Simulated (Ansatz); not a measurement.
BaSnO3:
```yaml
crystal:
  lattice:
    - [4.12136, 0.00000, 0.00000]
    - [0.00000, 4.12136, 0.00000]
    - [0.00000, 0.00000, 4.12136]
  atoms:
    - { symbol: Ba, position: [0.00000, 0.00000, 0.00000] }
    - { symbol: Sn, position: [0.50000, 0.50000, 0.50000] }
    - { symbol: O, position: [0.00000, 0.50000, 0.50000] }
    - { symbol: O, position: [0.50000, 0.50000, 0.00000] }
    - { symbol: O, position: [0.50000, 0.00000, 0.50000] }
```

Relaxed with HSE06.

Task: Give the Bader charges and basin volumes of the independent atoms, HSE06 (plane waves, PAW; program Ansatz).

Result: 

```tsv
atom	Bader charge (e)	Bader volume (Å³)
Ba1	+1.60	21.4
Sn2	+2.60	9.4
O3	-1.40	13.1
```

Space group Pm-3m (cubic perovskite). The HSE06 relaxation kept the symmetry of its start. Scalar-relativistic: spin–orbit coupling is off unless named, which matters more the heavier the elements.

Potentials: the later of the program's two PAW sets.
